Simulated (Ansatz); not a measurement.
**Bands of Sb**

```xyz
1
Lattice="-1.5050 1.5050 2.4800 1.5050 -1.5050 2.4800 1.5050 1.5050 -2.4800" Properties=species:S:1:pos:R:3 pbc="T T T"
Sb    0.0000    0.0000    0.0000
```

The cell comes from COD entry 9013010, which wasn't checked; take it as a given geometry.

These are results of Ansatz 0.2.0, DFT, PBE, all-electron LAPW, Dirac equation with spin-orbit coupling, not measurements.

Settings: a Γ-centred 19×19×19 k mesh, Fermi–Dirac smearing of 0.05 eV, basis error target 0.25 meV/atom, no spin polarisation.

Points in fractions of the reciprocal vectors of this cell: Γ (0, 0, 0), X (0, 0, 0.5), P (0.25, 0.25, 0.25), N (0, 0.5, 0), M (0.5, 0.5, -0.5), S (0.342, 0.658, -0.342), S0 (-0.342, 0.342, 0.342). The path runs Γ–X–P–N–Γ–M–S–S0–Γ. Energies are in eV from the Fermi level; (×n) counts levels within 4 meV of each other, which need not be degenerate by symmetry.

Q: Metal or insulator at this level of theory?

A: No gap opens: metallic or semimetallic.

Q: Tabulate bands 19 to 25, counted from the lowest band of the run, along the path.

A: 
```
k (1/Å)  point  band 19  band 20  band 21  band 22  band 23  band 24  band 25
   0.00      Γ   -14.54   -14.54     5.71     5.71     7.01     7.01     7.14
   0.30          -14.19   -14.19     4.53     4.53     5.54     5.54     5.87
   0.59          -13.16   -13.16     2.37     2.37     3.39     3.39     3.75
   0.89          -11.43   -11.43     0.38     0.38     0.99     0.99     1.95
   1.18           -9.06    -9.06    -2.61    -2.61    -0.52    -0.52     0.87
   1.48      X    -6.54    -6.54    -5.53    -5.53    -0.94    -0.94     0.51
   1.60           -6.52    -6.52    -5.46    -5.46    -1.19    -1.19     0.23
   1.73           -6.47    -6.47    -5.26    -5.26    -1.78    -1.78    -0.32
   1.86           -6.41    -6.41    -4.94    -4.94    -2.49    -2.49    -0.83
   1.98           -6.35    -6.35    -4.50    -4.50    -3.19    -3.19    -1.18
   2.11      P    -6.33    -6.33    -4.12    -4.12    -3.67    -3.67    -1.30
   2.32           -7.09    -7.09    -4.58    -4.58    -2.74    -2.74    -0.43
   2.53           -8.15    -8.15    -5.59    -5.59    -0.62    -0.62     1.14
   2.74           -8.95    -8.95    -6.41    -6.41     1.79     1.79     2.47
   2.94           -9.44    -9.44    -6.93    -6.93     2.61     2.61     4.64
   3.15      N    -9.60    -9.60    -7.10    -7.10     2.64     2.64     6.20
   3.40          -10.85   -10.85    -5.38    -5.38     2.88     2.88     6.20
   3.64          -12.42   -12.42    -2.43    -2.43     3.59     3.59     6.25
   3.89          -13.59   -13.59     0.96     0.96     4.64     4.64     6.44
   4.13          -14.30   -14.30     4.34     4.34     5.85     5.85     6.79
   4.37      Γ   -14.54   -14.54     5.71     5.71     7.01     7.01     7.14
   4.63          -14.28   -14.28     4.53     4.53     5.76     5.76     6.19
   4.88          -13.53   -13.53     1.50     1.50     4.04     4.04     4.64
   5.13          -12.28   -12.28    -1.90    -1.90     2.75     2.75     3.34
   5.39          -10.60   -10.60    -4.96    -4.96     1.93     1.93     2.52
   5.64      M    -9.22    -9.22    -6.81    -6.81     1.66     1.66     2.23
   5.77           -9.17    -9.17    -6.73    -6.73     1.02     1.02     2.09
   5.90           -9.01    -9.01    -6.51    -6.51    -0.52    -0.52     2.26
   6.04           -8.77    -8.77    -6.14    -6.14    -2.15    -2.15     2.61
   6.17           -8.50    -8.50    -5.63    -5.63    -3.62    -3.62     3.10
   6.30      S    -8.35    -8.35    -5.06    -5.06    -4.65    -4.65     3.72
   6.60           -8.99    -8.99    -6.27    -6.27    -1.99    -1.99     4.76
   6.89           -9.53    -9.53    -7.01    -7.01     1.68     1.68     5.94
   7.19           -9.53    -9.53    -7.01    -7.01     1.68     1.68     5.94
   7.49           -8.99    -8.99    -6.27    -6.27    -1.99    -1.99     4.76
   7.78     S0    -8.35    -8.35    -5.06    -5.06    -4.65    -4.65     3.72
   8.07           -9.60    -9.60    -4.71    -4.71    -3.07    -3.07     5.36
   8.35          -11.65   -11.65    -2.51    -2.51    -0.64    -0.64     6.96
   8.64          -13.24   -13.24     0.56     0.56     2.23     2.23     7.41
   8.92          -14.21   -14.21     4.00     4.00     5.19     5.19     7.05
   9.21      Γ   -14.54   -14.54     5.71     5.71     7.01     7.01     7.14
```
